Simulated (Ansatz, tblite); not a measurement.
BeTe: GFN1-xTB, run from Python

These are simulated results from tblite 0.8.0, not measurements. The cell began as a measured structure and was relaxed with r2SCAN in plane waves (Ansatz 0.2.0). All runs are without spin polarisation.

The symmetry is F-43m (No. 216, cubic); conventional cell a = 5.657 Å, 22.63 Å³ an atom. Be is surrounded by 4 Te at 2.45 Å; Te is surrounded by 4 Be at 2.45 Å.

tblite solves periodic systems at the zone centre alone, so the script builds a cluster of 2×2×2 conventional cells (64 atoms), which folds in a coarse mesh of k points.

run.py reads:

```python
import json
from ase import Atoms
from ase.build import make_supercell
from ase.units import Bohr, GPa, Hartree
from tblite.interface import Calculator

atoms = Atoms(['Be', 'Te'],
              cell=[[0.0, 2.828623, 2.828623], [2.828623, 0.0, 2.828623], [2.828623, 2.828623, 0.0]],
              scaled_positions=[[-0.0, 0.0, 0.0], [0.25, 0.25, 0.25]],
              pbc=True)
cluster = make_supercell(atoms, [[-2, 2, 2], [-2, -2, 2], [2, -2, 2]])
calc = Calculator('GFN1-xTB', cluster.numbers, cluster.positions / Bohr, lattice=cluster.cell[:] / Bohr, periodic=cluster.pbc)
calc.set('temperature', 0.02 / Hartree)
calc.set('max-iter', 150)
res = calc.singlepoint()
levels = res.get('orbital-energies') * Hartree
nv = round(res.get('orbital-occupations').sum() / 2)
cells = len(cluster) // len(atoms)
out = {'energy_per_cell': res.get('energy') * Hartree / cells, 'homo': levels[nv - 1], 'lumo': levels[nv],
       'stress': (-res.get('virial') * Hartree / cluster.get_volume() / GPa).tolist(), 'charges': res.get('charges')[:len(atoms)].tolist(), 'electrons': 2 * nv / cells}
json.dump(out, open('results.json', 'w'))
for key, value in out.items():
    print(key, value)
```

Command: `python run.py`. It took 3.5 s on 1 thread of Intel(R) Xeon(R) Platinum 8375C CPU @ 2.90GHz (Ice Lake), on a shared host, peak memory 0.11 GiB.

What it printed:

```
------------------------------------------------------------
  cycle        total energy    energy error   density error
------------------------------------------------------------
      1     -150.4735990217  -1.5055636E+02   8.7215460E-01
      2     -150.7050671876  -2.3146817E-01   5.3207800E-01
      3     -150.7059463961  -8.7920847E-04   5.0739326E-02
      4     -150.7060089038  -6.2507724E-05   1.1949118E-03
      5     -150.7060089329  -2.9111760E-08   3.9129727E-04
      6     -150.7060089503  -1.7407729E-08   2.3704803E-06
------------------------------------------------------------

 total:                                   2.727 sec
energy_per_cell -128.15373080435137
homo -10.258139498855416
lumo -5.878408135368562
stress [[-4.0307666298125016, -9.13114412410738e-07, 9.13114399768337e-07], [-9.131144122575597e-07, -4.03076662981243, 9.131144017320733e-07], [9.131143996705501e-07, 9.131144017692975e-07, -4.030766629812497]]
charges [0.13112231450602607, -0.1311142181375145]
electrons 8.0
```

The cycle table is in hartree for the whole cluster, and the lines after it are in eV (the energy for one cell). The printed stress is in GPa and positive in compression, and the pressure is its mean diagonal.

GFN1-xTB gives a gap of 4.38 eV. On the same cell, plane-wave PBE (Ansatz, 8×8×8 k points and the special points) gives a gap of 2.02 eV and r2SCAN a gap of 2.38 eV; on shared hosts these took about 2.7 and 4.5 core-seconds on the 2-atom cell, against 3.5 for the script. Spin-orbit coupling, left out in all these runs, can cut or reorder the gap by tenths of an eV, up to about 1 eV with Pb or Bi. xTB was fitted to molecules, so gaps, charges and pressures of solids can be far off, and the gap also depends on the size of the cluster.

The same script was run on cells scaled at fixed shape and fractional coordinates:

```
volume (Å³/atom)  energy (meV/atom)  pressure (GPa, positive in compression)  gap (eV)
           19.92               23.3                                     8.16      4.14
           21.27              -13.9                                     1.04      4.28
           22.63                0.0                                    -4.03      4.38
           23.99               50.6                                    -7.69      4.44
           25.35              127.7                                   -10.36      4.48
```

A Birch-Murnaghan fit puts the minimum at 21.52 Å³/atom, 4.9 % below the given cell, with a bulk modulus of 89.1 GPa at fixed shape.

xTB was fitted mostly to molecules, and a small cluster samples few k points, so gaps, pressures and kinks along a curve can be far from a solid's.

No spin-orbit coupling is included; it can move band edges with weight on the heavy atoms by tenths of an eV.
